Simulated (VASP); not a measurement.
## C: single point with PBE

Crystal: C.

```
CELL_PARAMETERS angstrom
1.26277 0.72906 2.06209
-1.26277 0.72906 2.06209
0.00000 -1.45812 2.06209
ATOMIC_POSITIONS crystal
C 0.12500 0.12500 0.12500
C 0.87500 0.87500 0.87500
```

The cell was built by a generator and needn't be a form met in nature.

```yaml
Program: VASP 6.6.1
Task: single point
Functional: PBE
Potentials_or_basis: VASP PAW PBE potentials, release 64 (C)
Cutoff: 520 eV
k_mesh: 9 × 9 × 9
Occupations: gaussian, width 0.1 eV
Spin: no spin polarisation
```

| Property | Result |
| --- | --- |
| Pressure | 0.6 GPa |
| Band gap on the k mesh | 4.14 eV, indirect (least direct gap 5.58 eV) |

Levels at points of the mesh, in eV from the valence-band top:
```csv
k point,band 1,band 2,band 3,band 4,band 5,band 6,band 7,band 8
"(0.00, 0.00, 0.00)",-21.42,0.00,0.00,0.00,5.58,5.58,5.58,13.24
```

It took 2.4 s on 1 thread of Intel(R) Xeon(R) 6975P-C (Granite Rapids), on a shared host, peak memory 0.11 GiB.

Caveat: an odd mesh through Γ misses points on the zone boundary, where band edges often lie. A hybrid or GW would open this gap; PBE tends to underestimate it.
